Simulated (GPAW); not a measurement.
The system is CuO.

```
CELL_PARAMETERS angstrom
4.16094 0.00000 0.00000
0.00000 4.16094 0.00000
0.00000 0.00000 3.88764
ATOMIC_POSITIONS crystal
Cu 0.50000 0.00000 0.50000
Cu 0.00000 0.50000 0.50000
Cu 0.00000 0.00000 0.00000
O 0.00000 0.00000 0.50000
O 0.50000 0.00000 0.00000
O 0.00000 0.50000 0.00000
```

Measurements of this composition are mostly on another form, of space group No. 15.

Program: GPAW 26.7.0. Alike in all runs: task band structure; no spin polarisation; cell as given; k mesh 4 × 4 × 4; cutoff (eV) 800; smearing fermi-dirac 0.05 eV; the mesh is coarse, so values aren't converged.

Problem. Order these runs on this cell by their pressure, lowest first.
A. level SCAN; potentials or basis GPAW PAW data sets (gpaw-data 1.2.1), pw
B. level RPBE; potentials or basis the program's PAW data sets (release 1.2.1) made for this functional, pw
C. level LDA; potentials or basis the program's PAW data sets (release 1.2.1) made for this functional, pw

Solution. C (-10.0 GPa), A (-3.8 GPa), B (9.1 GPa).

Caveats: all runs use coarse meshes; with this Cu data set, volumes or pressures lay over 1.5 % or 2 GPa off other programs in two to four cells of ten; an odd number of electrons without spin polarisation forces a metal; a magnetic or distorted state may lie lower; the run has no spin polarisation, though such a crystal can be magnetic; the PAW data sets were made with another functional, which shifts forces and pressure a little (some runs).

Runs at the PBE level aren't shown here.
